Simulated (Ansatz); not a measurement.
MgS: distorted cells

Level of theory: DFT PBE, scalar-relativistic, plane waves, PAW in Ansatz.

Cutoff 420 eV; k points 8×8×8 on the computed 2-atom cell (Γ-centred); Gaussian smearing, width 0.02 eV; no spin polarisation.

Reference cell:

```
Mg S
1.0
     0.00000    2.60165    2.60165
     2.60165    0.00000    2.60165
     2.60165    2.60165    0.00000
Mg S
1 1
Direct
  0.00000 0.00000 0.00000
  0.50000 0.50000 0.50000
```

Each variant moves atoms of this cell by the vectors given, if any (Å), and then applies a symmetric strain (tensor components, Cartesian axes). The reference cell isn't relaxed at this level. Energies are per atom at zero smearing, counted from the lowest variant. Pressure is positive in compression.

1. no strain; moves: S2 (-0.281, -0.152, 0.197)
2. strain (xx yy zz yz xz xy, %) -0.11 -0.11 -0.11 0.00 0.00 0.00
3. strain (xx yy zz yz xz xy, %) -3.73 -3.73 -3.73 0.00 0.00 0.00
4. strain (xx yy zz yz xz xy, %) 3.00 3.00 3.00 0.00 0.00 0.00
5. no strain; moves: Mg1 (-0.064, -0.052, 0.036)
6. strain (xx yy zz yz xz xy, %) 1.89 1.89 1.89 0.00 0.00 0.00

Order the variants by energy, lowest first.

2 (0.0 meV/atom), 5 (5.2 meV/atom), 6 (5.3 meV/atom), 4 (19.7 meV/atom), 3 (74.1 meV/atom), 1 (103.2 meV/atom). Neighbours within 1 meV/atom are level.

Order them by pressure, highest first.

3 (12.45 GPa), 1 (5.73 GPa), 5 (1.43 GPa), 2 (1.43 GPa), 6 (-2.79 GPa), 4 (-4.67 GPa).